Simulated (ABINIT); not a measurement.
# SiC (Moissanite) (P6_3mc) in ABINIT: settings compared, part 2 of 2

ABINIT 10.8.3 (patched build). Earlier steps stand in the parts before.

## 4. Band structure, AM05

File run.abi:

```
# Datasets: ground state, then fixed potential
ndtset 2

# Pseudopotentials
pp_dirpath "./"
pseudos "Si.upf, C.upf"

# Structure
acell 3*1.0
rprim
     5.8127975593     0.0000000000     0.0000000000
    -2.9063987797     5.0340303534     0.0000000000
     0.0000000000     0.0000000000     9.5393374771
ntypat 2
znucl 14 6
natom 4
typat 1 1 2 2
xred
     0.6666666667     0.3333333333     0.5000000000
     0.3333333333     0.6666666667     0.0000000000
     0.6666666667     0.3333333333     0.8850000000
     0.3333333333     0.6666666667     0.3850000000

# Plane-wave basis
ecut 41.0

# Exchange and correlation
ixc -120135

# Bands and occupations
occopt 3
tsmear 0.00183747

# SCF cycle
nstep 100

# Output
iomode 3
prtwf 0
prteig 0
prtebands 0
enunit 1
prtden1 1
prtvha1 1
prtvclmb1 1
prtpot1 1
prtelf1 1

# Dataset 1
kptopt1 1
ngkpt1 10 10 5
nshiftk1 1
shiftk1 0.0 0.0 0.0
nband1 12
tolvrs1 1.0e-10

# Dataset 2: bands along G-M-K-G-A-L-H-A
iscf2 -2
getden2 1
nband2 16
nbdbuf2 2
tolwfr2 1.0e-12
kptopt2 -7
ndivsm2 8
prteig2 1
prtvol2 -3
kptbounds2
     0.0000000000     0.0000000000     0.0000000000
     0.5000000000     0.0000000000     0.0000000000
     0.3333333333     0.3333333333     0.0000000000
     0.0000000000     0.0000000000     0.0000000000
     0.0000000000     0.0000000000     0.5000000000
     0.5000000000     0.0000000000     0.5000000000
     0.3333333333     0.3333333333     0.5000000000
     0.0000000000     0.0000000000     0.5000000000
```

Potentials or basis: PseudoDojo NC SR PBEsol v0.4.1 standard.

The run is started by

```
> abinit run.abi > log 2>&1
```

run.abo:

```text
.Version 10.8.3 of ABINIT
 DATASET    1 : space group P6_3 m c (#186); Bravais hP (primitive hexag.)
================================================================================
 Values of the parameters that define the memory need for DATASET  1.
     intxc =       0    ionmov =       0      iscf =       7    lmnmax =       6
     lnmax =       6     mgfft =      60  mpssoang =       3    mqgrid =    3001
     natom =       4  nloc_mem =       1    nspden =       1   nspinor =       1
    nsppol =       1      nsym =      12    n1xccc =    2501    ntypat =       2
    occopt =       3   xclevel =       2
       mpw =        3562          nfft =       77760          nkpt =          42
================================================================================
================================================================================

 DATASET    2 : space group P6_3 m c (#186); Bravais hP (primitive hexag.)
================================================================================
 Values of the parameters that define the memory need for DATASET  2.
     intxc =       0    ionmov =       0      iscf =      -2    lmnmax =       6
     lnmax =       6     mgfft =      60  mpssoang =       3    mqgrid =    3001
     natom =       4  nloc_mem =       1    nspden =       1   nspinor =       1
    nsppol =       1      nsym =      12    n1xccc =    2501    ntypat =       2
    occopt =       3   xclevel =       2
       mpw =        3556          nfft =       77760          nkpt =          93
================================================================================
================================================================================

--------------------------------------------------------------------------------
------------- Echo of variables that govern the present computation ------------
--------------------------------------------------------------------------------
 -outvars: echo values of preprocessed input variables --------
            acell      1.0000000000E+00  1.0000000000E+00  1.0000000000E+00 Bohr
              amu      2.80855000E+01  1.20110000E+01
[... 899 lines left out ...]
 kpt#   3, nband= 16, wtk=  1.00000, kpt=  0.0667  0.0000  0.0000 (reduced coord)
  -8.30348   -4.77511   -1.32230    5.36151    5.67807    6.81504    7.06723    7.32704
  12.22369   13.34268   13.75020   13.96788   14.98362   15.81593   16.19491   17.85301
 kpt#   4, nband= 16, wtk=  1.00000, kpt=  0.1000  0.0000  0.0000 (reduced coord)
  -8.20682   -4.69216   -1.23232    4.86955    5.52289    6.47319    7.00737    7.25617
  12.38165   13.37032   13.83185   14.17429   14.97040   15.78238   16.42939   17.34967
 kpt#   5, nband= 16, wtk=  1.00000, kpt=  0.1333  0.0000  0.0000 (reduced coord)
  -8.07203   -4.57751   -1.10784    4.27914    5.33358    6.03922    6.92090    7.15112
  12.27531   13.59929   14.01554   14.42742   14.68530   15.99237   16.71167   16.92096
 kpt#   6, nband= 16, wtk=  1.00000, kpt=  0.1667  0.0000  0.0000 (reduced coord)
  -7.89970   -4.43291   -0.95086    3.63482    5.12619    5.54115    6.81166    7.00638
[... 248 lines left out ...]
  -6.90938   -6.90938    2.96217    2.96217    5.32399    5.32399    5.99976    5.99976
  13.12644   13.12644   14.04856   14.04856   15.37137   15.37137   16.70412   16.70412
 kpt#  90, nband= 16, wtk=  1.00000, kpt=  0.0556  0.0556  0.5000 (reduced coord)
  -7.03069   -7.03069    2.94200    2.94200    5.73150    5.73150    6.18247    6.18247
  13.23167   13.23167   14.03638   14.03638   14.97561   14.97561   16.65661   16.65661
 kpt#  91, nband= 16, wtk=  1.00000, kpt=  0.0370  0.0370  0.5000 (reduced coord)
  -7.11775   -7.11775    2.91515    2.91515    6.08435    6.08435    6.31184    6.31184
  13.17511   13.17511   14.18040   14.18040   14.67666   14.67666   16.54819   16.54819
 kpt#  92, nband= 16, wtk=  1.00000, kpt=  0.0185  0.0185  0.5000 (reduced coord)
  -7.17014   -7.17014    2.89503    2.89503    6.32697    6.32697    6.38860    6.38860
  13.05823   13.05823   14.36750   14.36750   14.50590   14.50590   16.41746   16.41746
 kpt#  93, nband= 16, wtk=  1.00000, kpt=  0.0000  0.0000  0.5000 (reduced coord)
  -7.18763   -7.18763    2.88774    2.88774    6.41399    6.41399    6.41399    6.41399
  13.00445   13.00445   14.45198   14.45198   14.45198   14.45198   16.35545   16.35545

== END DATASET(S) ==============================================================
================================================================================

 -outvars: echo values of variables after computation  --------
            acell      1.0000000000E+00  1.0000000000E+00  1.0000000000E+00 Bohr
           etotal1    -2.0473213453E+01
            fcart1    -1.1580676927E-28 -1.4709435271E-28  1.4645818937E-02
                      -2.3161353855E-29  1.3372213883E-29  1.4645818937E-02
                       6.9484061565E-29  6.6861069415E-29 -1.4645818937E-02
                       6.9484061565E-29  6.6861069415E-29 -1.4645818937E-02
            rprim      5.8127975593E+00  0.0000000000E+00  0.0000000000E+00
                      -2.9063987797E+00  5.0340303534E+00  0.0000000000E+00
                       0.0000000000E+00  0.0000000000E+00  9.5393374771E+00
           strten1    -4.8935366717E-05 -4.8935366697E-05  1.2603182820E-04
                       0.0000000000E+00  0.0000000000E+00  4.9335040951E-14
           xangst      1.5379999989E+00  8.8796471340E-01  2.5239999983E+00
                      -1.7639298728E-11  1.7759294268E+00  0.0000000000E+00
                       1.5379999989E+00  8.8796471340E-01  4.4674799970E+00
                      -1.7639298728E-11  1.7759294268E+00  1.9434799987E+00
             xred      6.6666666667E-01  3.3333333333E-01  5.0000000000E-01
                       3.3333333333E-01  6.6666666667E-01  0.0000000000E+00
                       6.6666666667E-01  3.3333333333E-01  8.8500000000E-01
                       3.3333333333E-01  6.6666666667E-01  3.8500000000E-01
 Calculation completed.
```

Run time: 2.3 min. Hardware: 1 thread of Arm Neoverse V2, shared host; peak memory 0.15 GiB.

Results:

```yaml
Free_energy: -557.1045 eV
Pressure: -0.3 GPa
Largest_force: 0.753 eV/Å
Band_gap_on_the_k_mesh: 2.34 eV, indirect (least direct gap 3.97 eV)
Band_gap_along_the_path: 2.18 eV, indirect (least direct gap 3.97 eV)
Valence_electrons_inside_the_program's_atomic_spheres: Si 1.95; C 4.23
```

Forces in eV/Å, atoms in the order of the input:
```
Si   0.000  0.000  0.753
Si   0.000  0.000  0.753
C    0.000  0.000 -0.753
C    0.000  0.000 -0.753
```

Levels at the corners of the path, in eV from the valence-band top:
```csv
point,band 5,band 6,band 7,band 8,band 9,band 10,band 11,band 12
Γ,-1.56,-0.27,-0.27,0.00,4.54,5.96,6.41,6.41
M,-5.49,-3.58,-3.32,-1.49,2.47,4.10,6.67,7.10
K,-6.53,-4.16,-4.09,-4.09,2.18,7.90,8.55,8.55
Γ,-1.56,-0.27,-0.27,0.00,4.54,5.96,6.41,6.41
A,-0.97,-0.97,-0.97,-0.97,5.62,5.62,7.07,7.07
L,-2.71,-2.71,-2.36,-2.36,3.06,3.06,4.89,4.89
H,-5.93,-5.93,-1.77,-1.77,4.71,4.71,5.86,5.86
A,-0.97,-0.97,-0.97,-0.97,5.62,5.62,7.07,7.07
```

Caveat: the potentials were made for another functional, which shifts forces and pressure; the mesh misses the band edges, which the band path finds closer together.

## 5. The runs side by side

```csv
level,potentials or basis,cutoff (eV),fine-grid cutoff,gap on the mesh (eV),pressure (GPa),largest force (eV/Å)
RPBE,PseudoDojo NC SR PBE v0.4.1 standard,1116,-,2.57,4.6,0.76
BLYP,JTH PAW PBE v2.0,544,1088.46 eV,2.82,8.5,0.76
AM05,PseudoDojo NC SR PBEsol v0.4.1 standard,1116,-,2.34,-0.3,0.75
```

Alike in all rows: task band structure; no spin polarisation; cell as given; k mesh 10 × 10 × 5; smearing fermi-dirac 0.05 eV.

Caveats: the mesh misses the band edges, which the band path finds closer together; the potentials were made for another functional, which shifts forces and pressure (some runs); the PAW data sets were made with another functional, which shifts forces and pressure a little (some runs).

Total energies depend on the potentials used, so only differences within one code and one set of settings carry meaning.
